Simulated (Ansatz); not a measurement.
## Mg$_{2}$Si: levels along high-symmetry lines

```xyz
3
Lattice="0.0000 3.1823 3.1823 3.1823 0.0000 3.1823 3.1823 3.1823 0.0000" Properties=species:S:1:pos:R:3 pbc="T T T"
Si    0.0000    0.0000    0.0000
Mg    1.5912    1.5912    1.5912
Mg    4.7735    4.7735    4.7735
```

Atoms are numbered in the order listed.

The structure comes from a relaxation in the same program, started in the fluorite type, and has space group Fm-3m. Whether it is a known phase or the ground state wasn't checked.

All numbers below come from Ansatz 0.2.0, DFT, PBE, all-electron LAPW, scalar-relativistic.

The runs use a Γ-centred 10×10×10 k mesh, Fermi–Dirac smearing of 0.05 eV, basis error target 1 meV/atom, no spin polarisation.

Points in fractions of the reciprocal vectors of this cell: Γ (0, 0, 0), X (0.5, 0, 0.5), U (0.625, 0.25, 0.625), K (0.375, 0.375, 0.75), L (0.5, 0.5, 0.5), W (0.5, 0.25, 0.75). The path joins them by straight lines in the order Γ–X–U–K–Γ–L–W–X; legs that retrace an earlier one aren't tabulated. Energies are in eV from the top of the valence band.

Q: Metal or insulator at this level of theory?

A: An insulator or semiconductor: gap 0.22 eV, indirect from Γ to X (0.5, 0, 0.5) (so small a gap may close at points that the mesh and path miss).

Q: Tabulate bands 12 to 18, counted from the lowest band of the run, along the path.

A: 
```json
{"k (1/Å)": "0.00", "point": "Γ", "band 12": "-42.67", "band 13": "-9.08", "band 14": "0.00", "band 15": "0.00", "band 16": "0.00", "band 17": "1.84", "band 18": "2.57"}
{"k (1/Å)": "0.25", "point": "", "band 12": "-42.67", "band 13": "-8.89", "band 14": "-0.99", "band 15": "-0.50", "band 16": "-0.50", "band 17": "2.05", "band 18": "2.77"}
{"k (1/Å)": "0.49", "point": "", "band 12": "-42.66", "band 13": "-8.36", "band 14": "-2.41", "band 15": "-1.24", "band 16": "-1.24", "band 17": "1.22", "band 18": "1.79"}
{"k (1/Å)": "0.74", "point": "", "band 12": "-42.66", "band 13": "-7.60", "band 14": "-3.73", "band 15": "-1.75", "band 16": "-1.75", "band 17": "0.62", "band 18": "0.62"}
{"k (1/Å)": "0.99", "point": "X", "band 12": "-42.66", "band 13": "-7.11", "band 14": "-4.41", "band 15": "-1.93", "band 16": "-1.93", "band 17": "0.22", "band 18": "0.41"}
{"k (1/Å)": "1.07", "point": "", "band 12": "-42.66", "band 13": "-7.11", "band 14": "-4.38", "band 15": "-2.13", "band 16": "-1.91", "band 17": "0.30", "band 18": "0.63"}
{"k (1/Å)": "1.16", "point": "", "band 12": "-42.66", "band 13": "-7.10", "band 14": "-4.30", "band 15": "-2.57", "band 16": "-1.85", "band 17": "0.40", "band 18": "1.26"}
{"k (1/Å)": "1.25", "point": "", "band 12": "-42.66", "band 13": "-7.11", "band 14": "-4.17", "band 15": "-3.03", "band 16": "-1.75", "band 17": "0.53", "band 18": "2.08"}
{"k (1/Å)": "1.34", "point": "U", "band 12": "-42.66", "band 13": "-7.13", "band 14": "-3.99", "band 15": "-3.41", "band 16": "-1.61", "band 17": "0.70", "band 18": "2.97"}
{"k (1/Å)": "1.49", "point": "", "band 12": "-42.66", "band 13": "-7.16", "band 14": "-3.91", "band 15": "-3.42", "band 16": "-1.88", "band 17": "1.36", "band 18": "3.44"}
{"k (1/Å)": "1.64", "point": "", "band 12": "-42.66", "band 13": "-7.18", "band 14": "-3.91", "band 15": "-3.27", "band 16": "-2.18", "band 17": "2.38", "band 18": "2.96"}
{"k (1/Å)": "1.79", "point": "", "band 12": "-42.66", "band 13": "-7.16", "band 14": "-3.91", "band 15": "-3.42", "band 16": "-1.88", "band 17": "1.36", "band 18": "3.44"}
{"k (1/Å)": "1.94", "point": "K", "band 12": "-42.66", "band 13": "-7.13", "band 14": "-3.99", "band 15": "-3.41", "band 16": "-1.61", "band 17": "0.70", "band 18": "2.97"}
{"k (1/Å)": "2.20", "point": "", "band 12": "-42.66", "band 13": "-7.55", "band 14": "-3.74", "band 15": "-3.15", "band 16": "-1.02", "band 17": "1.49", "band 18": "4.46"}
{"k (1/Å)": "2.46", "point": "", "band 12": "-42.66", "band 13": "-8.29", "band 14": "-2.89", "band 15": "-1.95", "band 16": "-0.38", "band 17": "2.37", "band 18": "3.36"}
{"k (1/Å)": "2.73", "point": "", "band 12": "-42.67", "band 13": "-8.87", "band 14": "-1.34", "band 15": "-0.66", "band 16": "-0.05", "band 17": "2.36", "band 18": "2.72"}
{"k (1/Å)": "2.99", "point": "Γ", "band 12": "-42.67", "band 13": "-9.08", "band 14": "0.00", "band 15": "0.00", "band 16": "0.00", "band 17": "1.84", "band 18": "2.57"}
{"k (1/Å)": "3.20", "point": "", "band 12": "-42.67", "band 13": "-8.94", "band 14": "-1.15", "band 15": "-0.15", "band 16": "-0.15", "band 17": "2.02", "band 18": "2.84"}
{"k (1/Å)": "3.42", "point": "", "band 12": "-42.67", "band 13": "-8.54", "band 14": "-2.77", "band 15": "-0.43", "band 16": "-0.43", "band 17": "1.64", "band 18": "3.02"}
{"k (1/Å)": "3.63", "point": "", "band 12": "-42.67", "band 13": "-7.99", "band 14": "-4.12", "band 15": "-0.63", "band 16": "-0.63", "band 17": "1.34", "band 18": "2.71"}
{"k (1/Å)": "3.84", "point": "L", "band 12": "-42.67", "band 13": "-7.66", "band 14": "-4.73", "band 15": "-0.70", "band 16": "-0.70", "band 17": "1.24", "band 18": "2.56"}
{"k (1/Å)": "4.02", "point": "", "band 12": "-42.67", "band 13": "-7.59", "band 14": "-4.63", "band 15": "-1.42", "band 16": "-0.89", "band 17": "1.82", "band 18": "2.31"}
{"k (1/Å)": "4.19", "point": "", "band 12": "-42.67", "band 13": "-7.41", "band 14": "-4.34", "band 15": "-2.47", "band 16": "-1.45", "band 17": "2.16", "band 18": "2.39"}
{"k (1/Å)": "4.37", "point": "", "band 12": "-42.66", "band 13": "-7.18", "band 14": "-3.91", "band 15": "-3.27", "band 16": "-2.18", "band 17": "2.38", "band 18": "2.96"}
{"k (1/Å)": "4.54", "point": "W", "band 12": "-42.66", "band 13": "-7.07", "band 14": "-3.58", "band 15": "-3.58", "band 16": "-2.63", "band 17": "2.67", "band 18": "3.55"}
{"k (1/Å)": "4.66", "point": "", "band 12": "-42.66", "band 13": "-7.07", "band 14": "-3.93", "band 15": "-3.13", "band 16": "-2.55", "band 17": "2.04", "band 18": "2.46"}
{"k (1/Å)": "4.79", "point": "", "band 12": "-42.66", "band 13": "-7.09", "band 14": "-4.20", "band 15": "-2.63", "band 16": "-2.34", "band 17": "1.18", "band 18": "1.49"}
{"k (1/Å)": "4.91", "point": "", "band 12": "-42.66", "band 13": "-7.11", "band 14": "-4.35", "band 15": "-2.16", "band 16": "-2.07", "band 17": "0.50", "band 18": "0.74"}
{"k (1/Å)": "5.03", "point": "X", "band 12": "-42.66", "band 13": "-7.11", "band 14": "-4.41", "band 15": "-1.93", "band 16": "-1.93", "band 17": "0.22", "band 18": "0.41"}
```
